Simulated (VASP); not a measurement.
Here is a VASP 6.6.1 calculation.

File INCAR:

```
ALGO = Normal
EDIFF = 1E-7
EDIFFG = -0.005
ENCUT = 600
GGA = PS
IBRION = 2
ISIF = 3
ISMEAR = 0
LASPH = T
LCHARG = F
LREAL = F
LWAVE = F
NELM = 80
NSW = 90
PREC = Accurate
SIGMA = 0.1
```

File KPOINTS:

```
k-points
0
Gamma
  6 6 4
```

The input POSCAR:

```
Pt
1.0
    2.7743674600      0.0000000000      0.0000000000
   -1.3871837300      2.4026727000      0.0000000000
    0.0000000000      0.0000000000      4.5305420600
Pt
2
Direct
    0.3333333300      0.6666666700      0.2500000000
    0.6666666700      0.3333333300      0.7500000000
```

Potentials or basis: VASP PAW PBE potentials, release 64 (Pt).

Run with:

```sh
$ cat potpaw_PBE.64/Pt/POTCAR > POTCAR
$ mpirun -np 1 vasp_std > vasp.out
```

Problem. What does it give for the relaxed volume?

Solution. 15.07 Å³/atom.

Problem. Estimate the space group after relaxing (to 0.05 Å).

Solution. P6_3/mmc (No. 194).

Problem. Predict the relaxed cell.

Solution. a = 2.730 Å, b = 2.730 Å, c = 4.670 Å, α = 90.00°, β = 90.00°, γ = 120.00°.

The path:
```tsv
step	energy change (eV)	largest force (eV/Å)	pressure (GPa)	volume (Å³)
1	0.0000	0.0000	-0.56	30.20
2	-0.0367	0.0000	2.24	29.94
3	-0.0401	0.0000	1.37	30.00
4	-0.0401	0.0000	1.32	30.00
5	-0.0368	0.0000	-3.32	30.51
6	-0.0407	0.0000	-0.02	30.14
7	-0.0407	0.0000	-0.05	30.14
8	-0.0407	0.0000	-0.02	30.14
9	-0.0407	0.0000	-0.02	30.14
```

Caveat: the k mesh is coarse (spacing up to 0.44 Å⁻¹), so the values aren't converged; the PAW data sets were made with another functional, which shifts forces and pressure a little. Spin-orbit coupling is left out, which matters for the levels of Pt.
